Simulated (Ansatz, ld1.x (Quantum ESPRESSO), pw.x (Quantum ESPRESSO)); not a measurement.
Cr (Z = 24) (fcc): variants of one TM potential in the solid

chromium (Cr), norm-conserving Troullier–Martins (Kleinman–Bylander form), made with ld1.x (Quantum ESPRESSO) 7.5 (PBEsol, scalar-relativistic). Core [Ar], reference 3d5 4s1 4p0. Waves: 4p (bound, empty): rc 2.75 bohr; 3d (bound): rc 1.75 bohr; 4s (bound): rc 2.75 bohr. Local part: the s channel. Core correction: none.

Crystal test: fcc Cr in pw.x 7.5, no spin, 16³ k-points, Fermi–Dirac smearing 0.01 Ry, cutoffs set for each file from its atomic test. The reference is all-electron LAPW (Ansatz 0.2.0) with the same functional, mesh and smearing; V0 and B0 come from Birch–Murnaghan fits to the pressures at five volumes. Errors are pseudo minus all-electron; Δ is the rms difference of the E(V) curves that follow from these fits, minima aligned, over ±6 % about the mean V0. Mesh and smearing are coarse, so the numbers serve the comparison and aren't converged zero-temperature values; the lattice is a test structure that the element need not adopt. Spin polarisation and strong correlation are left out, which matters for this element.

All-electron: a0 = 3.582 Å (V0 = 11.49 Å³/atom), B0 = 256.5 GPa.

Base: The largest radius (2.75 bohr) exceeds half the bond length (2.40 bohr), so the spheres overlap, which is one possible source of error among others. This is a poor potential for the solid. Atomic configuration tests: 1 of 7 tests not solved or not reliable.

1 further variants are left out: they gave no file fit for a test, a broken result, the same result as the base, or pressures whose basis-set error rivals the error shown.

A dash in a converged row means that the minimum lies outside the volumes sampled.

| change | cutoffs (Ry) | pw.x | mean pressure error (GPa) |
| --- | --- | --- | --- |
| base | 110/440 | converged | +17.46 |
| wave 4p (bound): rc 2.75 bohr becomes 4p (bound): rc 2.34 bohr | 110/440 | converged | +19.03 |
| wave 4p (bound): rc 2.75 bohr becomes 4p (bound): rc 3.06 bohr | 110/440 | converged | +17.26 |
| wave 4p (bound): rc 2.75 bohr becomes 4p (bound): rc 4.10 bohr | 110/440 | converged | +22.41 |

(1) Give the row for: wave 4p (bound): rc 2.75 bohr becomes 4p (bound): rc 3.50 bohr.

Results:

(1) pw.x: converged; mean pressure error (GPa): +18.31.
